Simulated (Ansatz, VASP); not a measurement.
# Sb2Au (Aurostibite) in two plane-wave programs, part 2 of 2

Aim: how closely do two programs agree when they are given the same cell, functional and k mesh? The cell is taken from a series of runs on this material, whose earlier steps may have relaxed, scaled, displaced or heated it; both programs get it as it stands.

VASP 6.6.1 and Ansatz 0.2.0.

So far: The starting structure; VASP: relaxation of cell and atoms, PBEsol.

### Step 3. Ansatz: relaxation of cell and atoms, PBEsol

Level of this step: Ansatz beside VASP: Kohn-Sham DFT, plane waves, PBEsol (Ansatz).

Ansatz runs on its default PAW (the set named soft_2) files.

The same cell, functional, mesh and smearing now go to Ansatz, which takes its cutoff from its data sets.

The input, input.yaml:

```yaml
crystal:
  lattice:
    - [6.6583, 0.0, 0.0]
    - [0.0, 6.6583, 0.0]
    - [0.0, 0.0, 6.6583]
  atoms:
    - { symbol: Sb, position: [0.376, 0.376, 0.376] }
    - { symbol: Sb, position: [0.124, 0.624, 0.876] }
    - { symbol: Sb, position: [0.876, 0.124, 0.624] }
    - { symbol: Sb, position: [0.624, 0.876, 0.124] }
    - { symbol: Sb, position: [0.624, 0.624, 0.624] }
    - { symbol: Sb, position: [0.876, 0.376, 0.124] }
    - { symbol: Sb, position: [0.124, 0.876, 0.376] }
    - { symbol: Sb, position: [0.376, 0.124, 0.876] }
    - { symbol: Au, position: [0.0, 0.0, 0.0] }
    - { symbol: Au, position: [0.5, 0.0, 0.5] }
    - { symbol: Au, position: [0.5, 0.5, 0.0] }
    - { symbol: Au, position: [0.0, 0.5, 0.5] }
kpoints:
  mp_grid: { grid: [6, 6, 6] }
hamiltonian:
  xc: pbesol
scf:
  occupations: { method: gaussian, width: 0.1 }
output:
  forces: true
  stress: true
  eigenvalues: true
relax:
  adjacent_minimum: "off"
  f_tol: 0.005
  max_steps: 60
  cell: { stress_tol: 0.03 }
```

Started as:

```sh
$ ansatz run input.yaml --threads 4 --pin off --max-ram 16384MiB --backend cpu --events-out ev --progress --plain --runs-dir out
```

Numbers of over 12 decimals in the logs are rounded to 6 here.

Output:

```text
Engine: ansatz 0.2.0, aarch64-unknown-linux-gnu
Pseudopotentials: kind: paw
Pseudopotential: Sb, paw, valence charge 15, recommended cutoff 420 eV (normal), Sb.paw.azcp
Pseudopotential: Au, paw, valence charge 19, recommended cutoff 420 eV (normal), Au.paw.azcp
Functional definition: PBEsol
  exchange = pbesol_x
  correlation = pbesol_c
Crystal: 12 atoms, lattice volume = 295.182 Å³
Basis set: ecut = 420 eV, 5743 PW (Γ), exchange–correlation on 90×90×90 points (8 copies of the dense FFT grid, shifted against one another)
Bands: 118, of which v1, the nominal top of the filled ones, is band 98 counted from 1 (97 counted from 0)
Symmetry: 24 space group operations
Space group: Pa-3 (ITA 205), of the structure as read, at distance tolerance 6.7e-5 Å
k-points: 24 of 216
Non-local potential: Sb, projectors of the file, l = 0: 2, l = 1: 2, l = 2: 2, l = 3: 2
Non-local potential: Au, projectors of the file, l = 0: 3, l = 1: 2, l = 2: 2, l = 3: 1
PAW form: soft (Blöchl's): semilocal exchange-correlation on the pseudo side does not see the compensation charge
PAW frozen core: Sb, regenerated for the run's functional, and the local potential with it (the file was generated under x = pbe(κ = 0.804, μ = 0.219515), c = pbe(β = 0.066725))
PAW frozen core: Au, regenerated for the run's functional, and the local potential with it (the file was generated under x = pbe(κ = 0.804, μ = 0.219515), c = pbe(β = 0.066725))
PAW one-centre angular grid: Sb, 590 points (default); XC on 64 Gauss nodes
PAW one-centre angular grid: Au, 590 points (default); XC on 64 Gauss nodes
Initial density: superposition of atomic densities (neutral atoms: chi_scale 0, normalization atom), corrected by the library's trained network
Initial wavefunctions: pseudopotential atomic-orbital guess
Functional: x = pbesol(κ = 0.804, μ = 0.123457), c = pbesol(β = 0.046)
SCF iter   1: F=—  HF=-103294.164943 eV  |F-HF|=—  |Δ(HF+E_count)|=         —  Δρ=3.59e-3  dr2=2.29e-2  ethr=1.77e-3  ⟨swp⟩=6.4  Hψ=10783  notcnv=0  defer=79
preconditioner: auto → Kerker (q_TF=auto, 2.548 Å⁻¹)  [metal: Δε(μ)=0.069 eV  Ē_g=8.862 eV  σ=0.100 eV  W_gap=0.37  n_scr=80 (ndim 8)  ℏωp=19.8 eV  f_vac=0.000  D(μ)=5.71/eV (n_scr^D=26)]
SCF iter   2: F=—  HF=-103294.160320 eV  |F-HF|=—  |Δ(HF+E_count)|=   4.62e-3  Δρ=1.68e-3  dr2=4.49e-3  ethr=1.17e-5  ⟨swp⟩=3.0  Hψ=5856  notcnv=0  defer=100
SCF iter   3: F=—  HF=-103294.159080 eV  |F-HF|=—  |Δ(HF+E_count)|=   1.24e-3  Δρ=3.89e-4  dr2=3.87e-4  ethr=2.29e-6  ⟨swp⟩=2.0  Hψ=4457  notcnv=0  defer=100
SCF iter   4: F=—  HF=-103294.158991 eV  |F-HF|=—  |Δ(HF+E_count)|=   8.97e-5  Δρ=1.13e-4  dr2=5.49e-5  ethr=1.97e-7  ⟨swp⟩=2.0  Hψ=3536  notcnv=0  defer=100
SCF iter   5: F=—  HF=-103294.158906 eV  |F-HF|=—  |Δ(HF+E_count)|=   8.48e-5  Δρ=4.15e-5  dr2=5.50e-6  ethr=2.80e-8  ⟨swp⟩=2.0  Hψ=4494  notcnv=0  defer=100
SCF iter   6: F=—  HF=-103294.158905 eV  |F-HF|=—  |Δ(HF+E_count)|=   5.97e-7  Δρ=7.74e-6  dr2=1.65e-7  ethr=2.80e-9  ⟨swp⟩=2.0  Hψ=3539  notcnv=0  defer=100
SCF iter   7: F=-103294.158905 eV  HF=-103294.158905 eV  |F-HF|=3.32e-9  |Δ(HF+E_count)|=   3.09e-8  Δρ=2.52e-6  dr2=2.27e-8  ethr=5.10e-11  ⟨swp⟩=10.9  Hψ=12833  notcnv=0
SCF 1 converged in 7 iterations: F = -103294.158905 eV  dr2 = 2.27e-8
  greatest PAW one-centre occupation: 1.001 electrons in one spin orbital (limit 2), on the Au atom at site 11 (counted from 0), in its partial waves of l = 0
relax step   1: F+E_penalty+E_count = -103294.15890543 eV  Δ(F+E_penalty+E_count) = +0.000e0 eV  max|allowed force component| = 7.581e-2 eV/Å  Δτ_max = 0.0000 Å  P = +0.731 GPa  Ω = 295.182 Å³  (7 SCF iters, dr2 threshold 1.00e-7 eV, accepted)
Crystal: 12 atoms, lattice volume = 301.461 Å³
Basis set: ecut = 420 eV, 5887 PW (Γ), exchange–correlation on 90×90×90 points (8 copies of the dense FFT grid, shifted against one another)
Initial density: handed on by an earlier stage of this run
Initial wavefunctions: those handed on with the density
iter 1 solved again at ethr=2.22e-5 eV; its pass at ethr=3.10e-3 eV (dr2=4.35e-2 eV) is discarded
SCF iter   1: F=—  HF=-103294.134838 eV  |F-HF|=—  |Δ(HF+E_count)|=         —  Δρ=3.09e-3  dr2=4.40e-2  ethr=2.22e-5  ⟨swp⟩=2.5  Hψ=12691  notcnv=0
preconditioner: auto → Kerker (q_TF=auto, 2.539 Å⁻¹)  [metal: Δε(μ)=0.064 eV  Ē_g=8.761 eV  σ=0.100 eV  W_gap=0.35  n_scr=80 (ndim 8)  ℏωp=19.6 eV  f_vac=0.000  D(μ)=6.10/eV (n_scr^D=32)]
SCF iter   2: F=—  HF=-103294.126017 eV  |F-HF|=—  |Δ(HF+E_count)|=   8.82e-3  Δρ=1.36e-3  dr2=7.37e-3  ethr=2.22e-5  ⟨swp⟩=2.0  Hψ=3074  notcnv=0
SCF iter   3: F=—  HF=-103294.124536 eV  |F-HF|=—  |Δ(HF+E_count)|=   1.48e-3  Δρ=4.72e-4  dr2=7.35e-4  ethr=3.76e-6  ⟨swp⟩=2.1  Hψ=3586  notcnv=0
SCF iter   4: F=—  HF=-103294.124341 eV  |F-HF|=—  |Δ(HF+E_count)|=   1.95e-4  Δρ=7.51e-5  dr2=2.48e-5  ethr=3.75e-7  ⟨swp⟩=2.0  Hψ=5183  notcnv=0
[...]
basis re-selected at this cell: Δ(F+E_penalty+E_count) = -6.581e-4 eV, ΔP = -0.002 GPa vs the last step (what re-selecting the basis moved, of the pressure what is left beyond the Pulay correction that the steps carried, after the strain that the cell walked since its last selection, with what the two solves' SCF thresholds leave and, on support functions, any second-order correction that the steps lacked; it is no m [...]
SCF converged after 5 iterations
Free energy (F): -103294.169472 eV
Harris-Foulkes:  -103294.169472 eV  (|F-HF|=1.46e-11)
Internal energy: -103294.140322 eV  (E = F + TS)
E sigma→0 (E₀):  -103294.154897 eV
Entropy (-TS):   -0.029150 eV (-2.429 meV/atom)
Fermi energy:    12.883194 eV
--- Per-component energies (eV) ---
  E_band       = -2496.143380
  E_kinetic    = 4077.647870
  E_local      = -21552.724054  (includes V_loc(G=0)·N_el)
  E_nonlocal   = 3215.446627
  E_hartree    = 9523.018653
  E_xc         = -2010.783629
  E_vxc        = -1877.647340  (∫ρ·V_xc dr)
  E_paw        = -74257.714102  (= ΣΔE_a)
  E_vpaw       = -5404.908797  (= ΣTr[D̂ρ^β])
  E_aug_tail   = 0.005479  (compensation charges beyond the density's cutoff)
  E_ewald      = -22292.929938
  E_core_change = 3.892772  (= ΣΔE_core)
  E_smearing   = -0.029150  (= −TS)
  E_closure    = -0.000000  (closes the sum)
  Σ components = -103294.169472   (vs F -103294.169472, Δ=0.00e0)
--- Forces (eV/Å), atoms counted from 1 ---
  atom   1  Sb    -0.00343332    -0.00343332    -0.00343332
  atom   2  Sb     0.00343332     0.00343332    -0.00343332
  atom   3  Sb    -0.00343332     0.00343332     0.00343332
  atom   4  Sb     0.00343332    -0.00343332     0.00343332
  atom   5  Sb     0.00343332     0.00343332     0.00343332
  atom   6  Sb    -0.00343332    -0.00343332     0.00343332
  atom   7  Sb     0.00343332    -0.00343332    -0.00343332
  atom   8  Sb    -0.00343332     0.00343332    -0.00343332
  atom   9  Au    -0.00000000     0.00000000     0.00000000
  atom  10  Au     0.00000000     0.00000000     0.00000000
  atom  11  Au     0.00000000     0.00000000     0.00000000
  atom  12  Au     0.00000000     0.00000000     0.00000000
  max |Σ_I F_I| component: 1.65e-17 eV/Å
--- Stress (GPa, compression-positive) ---
       -0.024735       0.000000       0.000000
        0.000000      -0.024735       0.000000
        0.000000       0.000000      -0.024735
  P = ⅓ Tr σ = -0.0247 GPa (-0.247 kbar)
--- Band table (eV; the first three rows and the last of 24) ---
  k-point 0: bands = [... 94 lower, 11.4526, 11.4526, 11.9505, 11.9505, 11.9505, 13.6160, 14.8111, 14.8111, ... 16 higher]
  k-point 1: bands = [... 94 lower, 11.6843, 11.6861, 11.7248, 12.0103, 12.4095, 13.5203, 14.7663, 14.9428, ... 16 higher]
  k-point 2: bands = [... 94 lower, 11.4413, 12.0087, 12.1583, 12.2696, 12.4367, 13.6186, 14.2016, 14.7453, ... 16 higher]
  k-point 23: bands = [... 94 lower, 11.3046, 11.3046, 11.8541, 11.8541, 11.8541, 11.8541, 14.2926, 14.2926, ... 16 higher]
--- Relaxed structure (4 steps of the walk, 3 accepted, 1 SCFs on fresh bases) ---
  F+E_penalty+E_count = -103294.16947190 eV   max|allowed force component| = 3.433e-3 eV/Å   (the final SCF, on the basis selected at the relaxed cell)
  cell:  # Å, volume = 297.4042 Å³
    - [6.674966, 0, 0.0]
    - [0, 6.674966, 0.0]
    - [0, 0.0, 6.674966]
  atoms:
    - { symbol: Sb, position: [0.375085, 0.375085, 0.375085] }
    - { symbol: Sb, position: [0.124915, 0.624915, 0.875085] }
    - { symbol: Sb, position: [0.875085, 0.124915, 0.624915] }
    - { symbol: Sb, position: [0.624915, 0.875085, 0.124915] }
    - { symbol: Sb, position: [0.624915, 0.624915, 0.624915] }
    - { symbol: Sb, position: [0.875085, 0.375085, 0.124915] }
    - { symbol: Sb, position: [0.124915, 0.875085, 0.375085] }
    - { symbol: Sb, position: [0.375085, 0.124915, 0.875085] }
    - { symbol: Au, position: [0, 0, 0] }
    - { symbol: Au, position: [0.500000, 0, 0.500000] }
    - { symbol: Au, position: [0.500000, 0.500000, 0] }
    - { symbol: Au, position: [0, 0.500000, 0.500000] }
```

### Step 4. Differences

Known differences besides the potentials themselves: the data sets hold 196 valence electrons in Ansatz (on its default PAW (the set named soft_2) files) and 84 in VASP; the cutoff is 420 eV in Ansatz and 500 eV in VASP; Ansatz makes its cores anew for this functional, VASP keeps those of its PBE data sets; Ansatz adds a Pulay correction to the stress that steers its cell, VASP none. Total energies have different zeros and are not compared.

Compared:

| quantity | Ansatz | VASP | difference |
| --- | --- | --- | --- |
| volume (Å³) | 297.40 | 296.64 | +0.26 % |
| edge a after relaxation, in the typed setting (Å) | 6.675 | 6.669 | +0.09 % |

### Step 5. What came out

* difference in volume (relaxation of cell and atoms, PBEsol): 0.26 %

**Reading.** The difference in volume is 0.26 % (relaxation of cell and atoms, PBEsol), within the 1.2 % picked in this series as the mark of a large difference, as far as the stopping tolerances let one tell. The data sets hold unlike numbers of valence electrons (196 in Ansatz and 84 in VASP), so part of the differences comes from the potentials. 1 further run of this series is not shown here. Such differences can come from data sets, numerical settings and the points named under the comparisons, not from the functional's error against experiment.

[Lines on the potential files, build, host, timing and source positions are cut from VASP's logs without a mark.]

[Logs are printed without paths, hosts, clocks, repeated set-up lines and the standing remarks that a program may print on its own settings, such as how far it seeks lower states.]

[Hosts, paths, dates, database ids (printed as entryN), source tags and the programs' standing remarks are cut or masked in the printed files.]
